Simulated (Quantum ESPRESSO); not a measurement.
Write the native input for Quantum ESPRESSO 7.5 that does the following.

```
Task                : relaxation of cell and atoms
Functional          : PBEsol
Potentials or basis : SSSP 1.3 efficiency PBE
Cutoff              : 857 eV
Density cutoff      : 6884 eV
k mesh              : 10 × 10 × 8
Occupations         : fermi-dirac, width 0.05 eV
Spin                : no spin polarisation
Target pressure     : 10 GPa
Mixing beta         : 0.5
Most SCF iterations : 120
SCF threshold       : 6e-10 Ry
Most ionic steps    : 40
Forc conv thr       : 0.0004 Ry/bohr
Etot conv thr       : 1e-05 Ry
Ion dynamics        : bfgs
Cell dynamics       : bfgs
Press conv thr      : 0.3 kbar
```

ZrB2:

```
Zr B
1.0
     3.17000    0.00000    0.00000
    -1.58500    2.74530    0.00000
     0.00000    0.00000    3.53300
Zr B
1 2
Direct
  0.00000 0.00000 0.00000
  0.66667 0.33333 0.50000
  0.33333 0.66667 0.50000
```

The input as run:

pw.in

```
&CONTROL
  calculation = 'vc-relax'
  prefix = 'pwscf'
  outdir = './tmp'
  pseudo_dir = './pseudo'
  tprnfor = .true.
  tstress = .true.
  disk_io = 'low'
  nstep = 40
  forc_conv_thr = 0.0004
  etot_conv_thr = 1d-05
/
&SYSTEM
  ibrav = 0
  A = 3.17
  nat = 3
  ntyp = 2
  ecutwfc = 63
  ecutrho = 506
  nbnd = 15
  input_dft = 'pbesol'
  occupations = 'smearing'
  smearing = 'fd'
  degauss = 0.00367493
/
&ELECTRONS
  conv_thr = 6d-10
  electron_maxstep = 120
  mixing_beta = 0.5
/
&IONS
  ion_dynamics = 'bfgs'
/
&CELL
  cell_dynamics = 'bfgs'
  press = 100
  press_conv_thr = 0.3
/
ATOMIC_SPECIES
Zr    91.2240 Zr_pbe_v1.uspp.F.UPF
B     10.8100 b_pbe_v1.4.uspp.F.UPF
CELL_PARAMETERS alat
   1.0000000000    0.0000000000    0.0000000000
  -0.5000000000    0.8660254038    0.0000000000
   0.0000000000    0.0000000000    1.1145110410
ATOMIC_POSITIONS alat
Zr     0.0000000000    0.0000000000    0.0000000000
B      0.5000000000    0.2886751346    0.5572555205
B     -0.0000000001    0.5773502692    0.5572555205
K_POINTS automatic
10 10 8 0 0 0
```

Potentials or basis: SSSP 1.3 efficiency PBE.

Launch:

```sh
$ OMP_NUM_THREADS=1 pw.x -in pw.in > pw.out
```

Results of the run:

```yaml
Relaxed_volume: 9.70 Å³/atom
Relaxed_cell: a = 3.114 Å, b = 3.114 Å, c = 3.463 Å, α = 90.00°, β = 90.00°, γ = 120.00°
Space_group_after_relaxing_to_0.05_Å: P6/mmm (No. 191)
Energy_change_on_relaxing_the_enthalpy_is_what_falls: +8.5 meV/atom
Ionic_steps: 5
Pressure_after_relaxing: 10.0 GPa
Band_gap_on_the_k_mesh: none (metal or under the smearing width)
```

Caveat: the potentials were made for another functional, which shifts forces and pressure.

Wall time 2.2 min on 1 thread of Arm Neoverse V1, on a shared host, peak memory 0.22 GiB.
